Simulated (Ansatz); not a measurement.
**InSb: response to strain**

InSb is deformed so: zz strain of +1 %. What stress and forces result, by LAPW, PAW and all-electron datasets made for the crystal?

Computed with Ansatz 0.2.0 (DFT PBEsol, scalar-relativistic, unless a step's input says otherwise).

### Step 1. Starting point

It takes space group F-43m (No. 216, cubic). The conventional cell has a = 6.478 Å, b = 6.478 Å, c = 6.478 Å, α = 90.00°, β = 90.00°, γ = 90.00°. In (site symmetry -43m) is surrounded by 4 Sb at 2.81 Å. Sb (site symmetry -43m) is surrounded by 4 In at 2.81 Å.

Coordinates:

```cif
data_structure
_symmetry_space_group_name_H-M 'F-43m'
_symmetry_Int_Tables_number 216
_cell_length_a 6.4782
_cell_length_b 6.4782
_cell_length_c 6.4782
_cell_angle_alpha 90.000
_cell_angle_beta 90.000
_cell_angle_gamma 90.000
_cell_volume 271.87
loop_
_atom_site_label
_atom_site_type_symbol
_atom_site_symmetry_multiplicity
_atom_site_Wyckoff_symbol
_atom_site_fract_x
_atom_site_fract_y
_atom_site_fract_z
_atom_site_occupancy
In1 In 4 a 0.00000 0.00000 0.00000 1
Sb1 Sb 4 c 0.25000 0.25000 0.25000 1
```

The file gives the conventional cell by its symmetry; the runs use the cell typed in the input.

Atoms are numbered in the order of the input: In1, Sb2.

### Step 2. After the deformation

Space group F-43m before, I-4m2 after.

### Step 3. Full-potential LAPW

input.yaml

```yaml
crystal:
  lattice:
    - [0.0, 3.2391, 3.271491]
    - [3.2391, 0.0, 3.271491]
    - [3.2391, 3.2391, 0.0]
  atoms:
    - { symbol: In, position: [0.0, 0.0, 0.0] }
    - { symbol: Sb, position: [0.75, 0.75, 0.75] }
kpoints:
  mp_grid: { grid: [9, 9, 9] }
  band_path:
    path:
      - [0.0, 0.0, 0.0]
      - [0.5, 0.0, 0.5]
      - [0.75, 0.25, 0.5]
      - [0.5, 0.5, 0.5]
      - [0.0, 0.0, 0.0]
      - [0.5, 0.5, 0.0]
      - [0.6274629938, 0.6274629938, 0.2549259876]
      - [0.3725370062, 0.3725370062, 0.7450740124]
      - [0.0, 0.0, 0.0]
    npoints: 5
scf:
  occupations: { method: fermi_dirac, width: 0.05 }
hamiltonian:
  xc: pbesol
  pseudopotentials: { kind: all_electron, lapw: { basis_error: 0.00025 } }
output:
  forces: true
  stress: true
  eigenvalues: true
```

Command:

```console
> ansatz run input.yaml --threads 1 --pin off --max-ram 3072MiB --backend cpu --events-out ev --progress --plain --runs-dir out
```

### Step 4. PAW on the default files

input.yaml

```yaml
crystal:
  lattice:
    - [0.0, 3.2391, 3.271491]
    - [3.2391, 0.0, 3.271491]
    - [3.2391, 3.2391, 0.0]
  atoms:
    - { symbol: In, position: [0.0, 0.0, 0.0] }
    - { symbol: Sb, position: [0.75, 0.75, 0.75] }
kpoints:
  mp_grid: { grid: [9, 9, 9] }
scf:
  occupations: { method: fermi_dirac, width: 0.05 }
hamiltonian:
  xc: pbesol
  pseudopotentials: { kind: paw }
output:
  forces: true
  stress: true
  eigenvalues: true
  efg: { contact_densities: true }
```

### Step 5. Datasets made for this crystal

Changes to input.yaml since step 4:

```diff
@@ -14,3 +14,3 @@
   xc: pbesol
-  pseudopotentials: { kind: paw }
+  pseudopotentials: { kind: all_electron, datasets: crystal }
 output:
```

(Steps that only read results are left out.)

**Question.** What will these runs give? Wanted: pressure; largest shear or deviatoric stress.

**Answer**, as computed:

```
                                 quantity                                           value
                                 pressure  LAPW 0.40, PAW 0.39, crystal datasets 0.40 GPa
largest shear or deviatoric stress (LAPW)                                        0.18 GPa
```

What this shows: The largest part of the stress beyond the pressure is 0.18 GPa in size, in the zz component; the atoms are carried along and not relaxed. No run of the undeformed cell stands beside it, so the pressure holds what the given cell had before the change. PAW: stress within 0.01 GPa of LAPW. Crystal datasets: stress within 0.01 GPa of LAPW. Spin-orbit coupling is left out, though the cell holds Sb; in elements this heavy it can shift bands and gaps by tenths of an eV.
